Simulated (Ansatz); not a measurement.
Results of LDA (PAW; Ansatz, an electronic-structure program) for wurtzite InN.

Settings: plane-wave cutoff 520 eV, 12×12×6 k mesh (along the axes of the cell as run), Fermi–Dirac smearing 0.01 eV, scalar-relativistic PAW data made under PBE.

Cell (relaxed at this level):

```yaml
crystal:
  lattice:
    - [1.75165, -3.03395, 0.00000]
    - [1.75165, 3.03395, 0.00000]
    - [0.00000, 0.00000, 5.66339]
  atoms:
    - { symbol: In, position: [0.66667, 0.33333, 0.50019] }
    - { symbol: In, position: [0.33333, 0.66667, 0.00019] }
    - { symbol: N, position: [0.66667, 0.33333, 0.87881] }
    - { symbol: N, position: [0.33333, 0.66667, 0.37881] }
```

Task: What does this level give for the bulk modulus and pressure derivative B′ of the bulk modulus?

Result: 
* **bulk modulus**: 147 GPa
* **pressure derivative B′ of the bulk modulus**: 4.6

The run finds no gap.

Measured, for comparison: bulk modulus 126 GPa (room temperature, no zero-point or thermal correction; as tabulated in Phys. Rev. B 49, 14 (GaN and InN under pressure), abstract). Computed (rounded) less measured: bulk modulus +17 %.

Note: the gap of the solid is closed in this run; this level leaves the solid without a gap, although one is measured; the bulk modulus comes from volumes at which shape and atoms were relaxed.

Spin–orbit coupling is not included; it can open a gap where bands touch, and shift volumes and moduli.

Cost on a shared machine: roughly 6 core-minutes.
